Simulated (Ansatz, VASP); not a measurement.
# Ag: VASP beside Ansatz

```
Ag
1.0
     0.00000    2.07359    2.07359
     2.07359    0.00000    2.07359
     2.07359    2.07359    0.00000
Ag
1
Direct
  0.00000 0.00000 0.00000
```

Alike in both runs: functional PBE; k mesh 18 × 18 × 18; occupations gaussian, width 0.1 eV; no spin polarisation.

Ansatz relaxed the structure, and its values are those at the end. VASP's run is a single point on that final structure, the one shown.

|  | VASP | Ansatz |
| --- | --- | --- |
| version | VASP 6.6.1 | Ansatz 0.2.0 |
| potentials or method | VASP PAW PBE potentials, release 64 (Ag) | scalar-relativistic, plane waves, PAW |
| plane-wave cutoff (eV) | 520 | 420 |
| valence electrons in the cell | 11 | 19 |

Ansatz gave:

```
gap on the k mesh at the Fermi level (eV) : none
pressure (GPa)                            : 0.0
```

Estimate VASP's values.

gap on the k mesh at the Fermi level (eV): none; pressure (GPa): -0.1.

A gap of «none» marks a metal or a gap that the smearing closes. With one functional, cell and mesh, what is left measures potentials, basis and numerics. The two sets of potentials don't hold the same shells in valence.
